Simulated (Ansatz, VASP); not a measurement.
## One calculation of KBr, two programs

Contents of INCAR:

```
  PREC = Accurate
  ENCUT = 520
  EDIFF = 1E-7
  ISMEAR = -1
  SIGMA = 0.02
  LREAL = False
  LASPH = True
  NELM = 60
  ALGO = Normal
  ISIF = 2
  LWAVE = False
  LCHARG = False
  GGA = PE
  NBANDS = 15
```

The input KPOINTS:

```
regular mesh
0
Gamma
  6 6 6
```

Contents of POSCAR:

```
KBr
1.0
    0.0000000000      3.3022478291      3.3022478291
    3.3022478291      0.0000000000      3.3022478291
    3.3022478291      3.3022478291      0.0000000000
K Br
1 1
Direct
    0.0000000000      0.0000000000      0.0000000000
    0.5000000000      0.5000000000      0.5000000000
```

Input for Ansatz:

```yaml
crystal:
  lattice:
    - [0.0, 3.3022478291, 3.3022478291]
    - [3.3022478291, 0.0, 3.3022478291]
    - [3.3022478291, 3.3022478291, 0.0]
  atoms:
    - { symbol: K, position: [0.0, 0.0, 0.0] }
    - { symbol: Br, position: [0.5, 0.5, 0.5] }
kpoints:
  mp_grid: { grid: [6, 6, 6] }
  band_path:
    path:
      - [[0.0, 0.0, 0.0], [0.5, 6.384167051475e-34, 0.5], [0.625, 0.25, 0.625]]
      - [[0.375, 0.375, 0.75], [0.0, 0.0, 0.0], [0.5, 0.5, 0.5], [0.5, 0.25, 0.75], [0.5, 6.384167051475e-34, 0.5]]
    npoints: 10
hamiltonian:
  xc: pbe
scf:
  occupations: { method: fermi_dirac, width: 0.02 }
  n_extra_bands: 4
output:
  forces: true
  stress: true
  eigenvalues: true
```

The cell was built by a generator and needn't be a form met in nature.

Alike in both runs: task single point; functional PBE; k mesh 6 × 6 × 6; occupations fermi-dirac, width 0.02 eV; no spin polarisation.

|  | VASP | Ansatz |
| --- | --- | --- |
| version | VASP 6.6.1 | Ansatz 0.2.0 |
| potentials or method | VASP PAW PBE potentials, release 64 (K_sv, Br) | plane waves, PAW |
| plane-wave cutoff (eV) | 520 | 420 |
| valence electrons in the cell | 16 | 16 |

```tsv
	VASP	Ansatz	Ansatz less VASP
gap on the k mesh at the Fermi level (eV)	4.43	4.43	+0.002
pressure (GPa)	0.7	0.7	-0.04
```

With one functional, cell and mesh, what is left measures potentials, basis and numerics.

As with any semilocal functional, this PBE gap is likely too small.
